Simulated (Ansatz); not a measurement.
Set up this calculation in Ansatz 0.2.0, as the native input.

| Item | Value |
| --- | --- |
| Task | band structure |
| Functional | PBE |
| Potentials or basis | all-electron LAPW, scalar-relativistic |
| Cutoff | 378 eV (chosen from the basis error) |
| Basis error allowed | 0.001 eV/atom |
| k mesh | 11 × 11 × 11 |
| Occupations | fermi-dirac, width 0.05 eV |
| Spin | collinear spin, ferromagnetic start |
| Starting moments | [1.0, 0.0] μB |

The system is NiO.

```
CELL_PARAMETERS angstrom
0.00000 2.08590 2.08590
2.08590 0.00000 2.08590
2.08590 2.08590 0.00000
ATOMIC_POSITIONS crystal
Ni 0.00000 0.00000 0.00000
O 0.50000 0.50000 0.50000
```

One way to write it, as run:

input.yaml

```yaml
crystal:
  lattice:
    - [0.0, 2.0859016414, 2.0859016414]
    - [2.0859016414, 0.0, 2.0859016414]
    - [2.0859016414, 2.0859016414, 0.0]
  atoms:
    - { symbol: Ni, position: [0.0, 0.0, 0.0], spin: 1.0 }
    - { symbol: O, position: [0.5, 0.5, 0.5] }
kpoints:
  mp_grid: { grid: [11, 11, 11] }
  band_path:
    path:
      - [0.0, 0.0, 0.0]
      - [0.5, 0.0, 0.5]
      - [0.5, 0.25, 0.75]
      - [0.375, 0.375, 0.75]
      - [0.0, 0.0, 0.0]
      - [0.5, 0.5, 0.5]
      - [0.625, 0.25, 0.625]
      - [0.5, 0.25, 0.75]
    npoints: 8
scf:
  occupations: { method: fermi_dirac, width: 0.05 }
hamiltonian:
  xc: pbe
  pseudopotentials: { kind: all_electron, lapw: { basis_error: 0.001 } }
magnetization:
  spin_polarized: true
output:
  forces: true
  stress: true
  eigenvalues: true
```

Potentials or basis: all-electron LAPW, scalar-relativistic.

Launch:

```sh
$ ansatz run input.yaml --threads 2 --pin off --max-ram 6144MiB --backend cpu --events-out ev --progress --plain --runs-dir out
```

Results of the run:

```
Pressure                : 6.3 GPa
Band gap along the path : none (metal or under the smearing width)
Net moment              : 1.78 μB per cell
Absolute moment         : 1.78 μB per cell
Site moments            : Ni +1.48; O +0.29 μB
```

Caveat: a cell with one magnetic atom can't hold antiferromagnetic order, which such compounds often take; semilocal functionals often make such compounds metallic where correlation or magnetic order opens a gap, which also shifts bond lengths.

It took 20 s on 2 threads of Arm Neoverse V1, on a shared host, peak memory 0.44 GiB.
